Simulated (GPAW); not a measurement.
YN:

```xyz
2
Lattice="0.0000 2.4385 2.4385 2.4385 0.0000 2.4385 2.4385 2.4385 0.0000" Properties=species:S:1:pos:R:3 pbc="T T T"
Y     0.0000    0.0000    0.0000
N     2.4385    2.4385    2.4385
```

Base run:

```yaml
Program: GPAW 26.7.0
Functional: PBE
Potentials_or_basis: GPAW PAW data sets (gpaw-data 1.2.1)
Cutoff: 600 eV
Basis: pw
k_mesh: 8 × 8 × 8
Occupations: fermi-dirac, width 0.05 eV
Spin: no spin polarisation
```

Its results: band gap on the k mesh 0.19 eV, indirect (least direct gap 0.58 eV); pressure -2.6 GPa.

Problem. The run is repeated on the same cell with these changes: functional from PBE to LDA; potentials or basis from GPAW PAW data sets (gpaw-data 1.2.1) to the program's PAW data sets (release 1.2.1) made for this functional. What comes out?

Solution. Band gap on the k mesh 0.09 eV, indirect (least direct gap 0.48 eV); pressure -11.9 GPa.

Caveats: the cutoff is short for stress and forces, so pressures can be off by a GPa or more.

A k mesh can miss the band edges.
